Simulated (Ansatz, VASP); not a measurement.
## RbBr in VASP and in Ansatz

The input INCAR:

```
PREC     = Accurate       # precision mode
ENCUT    = 520            # plane-wave cutoff, eV
EDIFF    = 1E-7           # SCF threshold, eV
ISMEAR   = 0              # smearing method
SIGMA    = 0.05           # smearing width, eV
LREAL    = F              # projectors in reciprocal space
LASPH    = T              # aspherical terms in the spheres
NELM     = 60             # most SCF steps
ALGO     = Normal         # electronic algorithm
ISIF     = 2              # what is computed and relaxed
LWAVE    = F              # write WAVECAR
LCHARG   = T              # write CHGCAR
GGA      = PS             # functional
LELF     = T              # ELF
LVHAR    = T            
NBANDS   = 15             # bands
```

Contents of KPOINTS:

```
regular mesh
0
Gamma
  6 6 6
```

Contents of POSCAR:

```
RbBr
1.0
    3.9614953456      0.0000000000      0.0000000000
    0.0000000000      3.9614953456      0.0000000000
    0.0000000000      0.0000000000      4.0701688540
Rb Br
1 1
Direct
    0.0000000000      0.0000000000      0.0000000000
    0.5000000000      0.5000000000      0.5000000000
```

Input for Ansatz:

```yaml
crystal:
  lattice:
    - [3.9614953456, 0.0, 0.0]
    - [0.0, 3.9614953456, 0.0]
    - [0.0, 0.0, 4.070168854]
  atoms:
    - { symbol: Rb, position: [0.0, 0.0, 0.0] }
    - { symbol: Br, position: [0.5, 0.5, 0.5] }
basis:
  ecutwfc: 420
kpoints:
  mp_grid: { grid: [6, 6, 6] }
hamiltonian:
  xc: pbesol
scf:
  occupations: { method: gaussian, width: 0.05 }
output:
  forces: true
  stress: true
  eigenvalues: true
```

Change from the starting cell: mode 4 frozen in at +0.000 Å, equal normal strain along x and y -0.0267.

Alike in both runs: task single point; functional PBEsol; k mesh 6 × 6 × 6; occupations gaussian, width 0.05 eV; no spin polarisation.

|  | VASP | Ansatz |
| --- | --- | --- |
| version | VASP 6.6.1 | Ansatz 0.2.0 |
| potentials or method | VASP PAW PBE potentials, release 64 (Rb_sv, Br) | scalar-relativistic, plane waves, PAW |
| plane-wave cutoff (eV) | 520 | 420 |
| valence electrons in the cell | 16 | 16 |

|  | VASP | Ansatz | Ansatz less VASP |
| --- | --- | --- | --- |
| gap on the k mesh at the Fermi level (eV) | 4.18 | 4.18 | +0.003 |
| least direct gap on the mesh (eV) | 4.33 | 4.33 | +0.001 |
| pressure (GPa) | 1.2 | 1.1 | -0.06 |
| largest component of the traceless stress (GPa) | 0.58 | 0.58 | +0.001 |

Caveats: the PAW data sets were made with another functional, which shifts forces and pressure a little (VASP). A k mesh can miss the band edges.
